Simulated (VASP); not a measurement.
The system is SnS.

```
CELL_PARAMETERS angstrom
11.20000 0.00000 0.00000
0.00000 3.98700 0.00000
0.00000 0.00000 4.33400
ATOMIC_POSITIONS crystal
Sn 0.11940 0.25000 0.11980
Sn 0.38060 0.75000 0.61980
Sn 0.61940 0.25000 0.38020
Sn 0.88060 0.75000 0.88020
S 0.85080 0.25000 0.47930
S 0.64920 0.75000 0.97930
S 0.35080 0.25000 0.02070
S 0.14920 0.75000 0.52070
```

| Quantity | Value |
| --- | --- |
| Program | VASP 6.6.1 |
| Task | relaxation of cell and atoms |
| Functional | PBEsol |
| Potentials or basis | VASP PAW PBE potentials, release 64 (Sn_d, S) |
| Cutoff | 600 eV |
| k mesh | 4 × 8 × 6 |
| Occupations | gaussian, width 0.03 eV |
| Spin | no spin polarisation |

At the start: pressure -0.8 GPa; volume 24.19 Å³/atom.

Question: How do energy, volume and symmetry change on relaxing?

Answer: Over 17 steps the energy falls by 3.3 meV/atom and the volume is 23.42 Å³/atom (-3.2 %); space group Pnma (No. 62, to 0.05 Å).

The path:
| step | energy change (eV) | largest force (eV/Å) | pressure (GPa) | volume (Å³) |
| --- | --- | --- | --- | --- |
| 1 | 0.0000 | 0.0741 | -0.79 | 193.53 |
| 2 | -0.0097 | 0.1417 | 0.13 | 190.21 |
| 3 | -0.0097 | 0.1445 | 0.17 | 190.10 |
| 4 | -0.0166 | 0.0946 | 0.11 | 189.32 |
| 5 | -0.0225 | 0.0337 | 0.02 | 187.85 |
| 6 | -0.0226 | 0.0383 | 0.03 | 187.65 |
| 7 | -0.0247 | 0.0292 | -0.04 | 187.49 |
| 8 | -0.0246 | 0.0292 | -0.03 | 187.48 |
| 9 | -0.0254 | 0.0155 | 0.05 | 187.24 |
| 10 | -0.0255 | 0.0152 | 0.09 | 187.09 |
| 11 | -0.0257 | 0.0241 | -0.09 | 187.58 |
| 12 | -0.0258 | 0.0208 | -0.02 | 187.43 |
| 13 | -0.0258 | 0.0204 | -0.05 | 187.45 |
| 14 | -0.0259 | 0.0183 | -0.02 | 187.43 |
| 15 | -0.0260 | 0.0166 | -0.01 | 187.41 |
| 16 | -0.0262 | 0.0091 | 0.02 | 187.33 |
| 17 | -0.0262 | 0.0094 | -0.01 | 187.35 |

Final structure:
```xyz
8
Lattice="11.0830 0.0000 0.0000 0.0000 3.9845 0.0000 0.0000 0.0000 4.2425" Properties=species:S:1:pos:R:3 pbc="T T T"
Sn    1.3112    0.9961    0.4812
Sn    4.2303    2.9883    2.6024
Sn    6.8527    0.9961    1.6401
Sn    9.7718    2.9883    3.7613
S     9.4592    0.9961    2.0070
S     7.1652    2.9883    4.1283
S     3.9177    0.9961    0.1142
S     1.6238    2.9883    2.2355
```

Caveat: the PAW data sets were made with another functional, which shifts forces and pressure a little.
